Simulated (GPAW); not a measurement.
Runs of GPAW 26.7.0 on CdTe. Symmetry: F-43m, No. 216, cubic system. The conventional cell has a = 6.410 Å, b = 6.410 Å, c = 6.410 Å, α = 90.00°, β = 90.00°, γ = 90.00°. Around Te (site symmetry -43m) lie 4 Cd at 2.78 Å. Cd (site symmetry -43m) is surrounded by 4 Te at 2.78 Å. 

```tsv
task	level	potentials or basis	spin	cell	k mesh	cutoff (eV)	smearing	maxiter	optimizer	fmax	max steps	convergence	mesh quality	gap on the mesh (eV)	pressure (GPa)	relaxed volume (Å³/atom)
relaxation of cell and atoms	RPBE	the program's PAW data sets (release 1.2.1) made for this functional, pw	off	relaxed	7 × 7 × 7	600	fermi-dirac 0.05 eV	150	FIRE	0.02 eV/Å	40	density=1e-05 forces=0.0001	not flagged	0.62	-0.1	37.67
band structure	PBEsol	PAW data sets generated in the run's folder for this functional, pw	SOC, no magnetisation	as given	5 × 5 × 5	600	fermi-dirac 0.05 eV	150	-	-	-	-	not flagged	0.43	1.3	-
relaxation of cell and atoms	PBE	GPAW PAW data sets (gpaw-data 1.2.1), pw	off	relaxed	7 × 7 × 7	600	fermi-dirac 0.05 eV	150	FIRE	0.02 eV/Å	40	density=1e-05 forces=0.0001	not flagged	0.61	-0.1	(a)
relaxation of cell and atoms	revPBE	the program's PAW data sets (release 1.2.1) made for this functional, pw	off	relaxed to 10 GPa	7 × 7 × 7	600	fermi-dirac 0.05 eV	150	BFGS	0.05 eV/Å	100	density=1e-05 forces=0.0001	not flagged	1.21	10.0	-
band structure	PBEsol	PAW data sets generated in the run's folder for this functional, pw	off	as given	7 × 7 × 7	600	fermi-dirac 0.05 eV	150	-	-	-	-	not flagged	0.76	1.3	-
single point	PBE	GPAW PAW data sets (gpaw-data 1.2.1), pw	off	as given	6 × 6 × 6	450	fermi-dirac 0.05 eV	80	-	-	-	-	not flagged	(b)	3.2	-
band structure	LDA	the program's PAW data sets (release 1.2.1) made for this functional, pw	off	as given	7 × 7 × 7	600	fermi-dirac 0.05 eV	150	-	-	-	-	not flagged	0.61	-0.5	-
```

Question: Fill in the values left out.

Answer: (a) 35.98; (b) 0.87.

Caveats: spin-orbit coupling is left out, which moves the levels of the heavy elements (some runs); later steps reuse the first step's grids (some runs); the volume moved by +14 % from the deposited cell, more than functionals usually miss (some runs); spin-orbit coupling was added after a scalar SCF, so levels and gaps hold it while energy, forces, pressure and moments don't (some runs); this program's spin-orbit splittings come out too wide for heavy elements (some runs); the cutoff is short for stress and forces, so pressures can be off by a GPa or more (some runs).

A k mesh can miss the band edges, and rows without SOC leave out spin-orbit coupling on Cd, Te.
